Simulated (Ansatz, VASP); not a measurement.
## Two plane-wave programs on MgZn4O

```
CELL_PARAMETERS angstrom
4.85655 0.00000 0.00000
-2.42827 4.20589 0.00000
0.00000 0.00000 5.17732
ATOMIC_POSITIONS crystal
Mg 0.00000 0.00000 0.87374
Zn 0.83274 0.16726 0.37367
Zn 0.83274 0.66548 0.37367
Zn 0.33452 0.16726 0.37367
Zn 0.66667 0.33333 0.87255
O 0.33333 0.66667 0.37292
```

Alike in both runs: functional PBE; k mesh 4 × 4 × 3; occupations gaussian, width 0.2 eV; no spin polarisation.

Ansatz relaxed the structure, and its values are those at the end. VASP's run is a single point on that final structure, the one shown.

|  | VASP | Ansatz |
| --- | --- | --- |
| version | VASP 6.6.1 | Ansatz 0.2.0 |
| potentials or method | VASP PAW PBE potentials, release 64 (Mg, Zn, O) | scalar-relativistic, plane waves, PAW |
| plane-wave cutoff (eV) | 520 | 420 |
| valence electrons in the cell | 56 | 64 |

VASP gave:

- gap on the k mesh at the Fermi level (eV): none
- pressure (GPa): 0.2
- rms of the force components (eV/Å): 0.004

Q: What did Ansatz give for the same quantities?

A: gap on the k mesh at the Fermi level (eV): none; pressure (GPa): 0.0; rms of the force components (eV/Å): 0.005.

A gap of «none» marks a metal or a gap that the smearing closes. The functional is the same, so the differences come from potentials, cutoffs and numerics. The two sets of potentials don't hold the same shells in valence.

Caveats: the k mesh is coarse (spacing up to 0.40 Å⁻¹), so the values aren't converged.
